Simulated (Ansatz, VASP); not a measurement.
One calculation of BeS, two programs

```
CELL_PARAMETERS angstrom
0.00000 2.40509 2.40509
2.40509 0.00000 2.40509
2.40509 2.40509 0.00000
ATOMIC_POSITIONS crystal
Be 0.00000 0.00000 0.00000
S 0.75000 0.75000 0.75000
```

Alike in both runs: task single point; functional PBE; k mesh 12 × 12 × 12; occupations gaussian, width 0.05 eV; no spin polarisation.

|  | VASP | Ansatz |
| --- | --- | --- |
| version | VASP 6.6.1 | Ansatz 0.2.0 |
| potentials or method | VASP PAW PBE potentials, release 64 (Be, S) | scalar-relativistic, plane waves, PAW |
| plane-wave cutoff (eV) | 520 | 420 |
| valence electrons in the cell | 8 | 8 |

|  | VASP | Ansatz | Ansatz less VASP |
| --- | --- | --- | --- |
| gap on the k mesh at the Fermi level (eV) | 3.05 | 3.05 | -0.001 |
| least direct gap on the mesh (eV) | 5.66 | 5.64 | -0.019 |
| pressure (GPa) | 4.1 | 4.1 | 0.00 |

With one functional, cell and mesh, what is left measures potentials, basis and numerics.

A k mesh can miss the band edges. A hybrid or GW would open this gap; PBE tends to underestimate it.
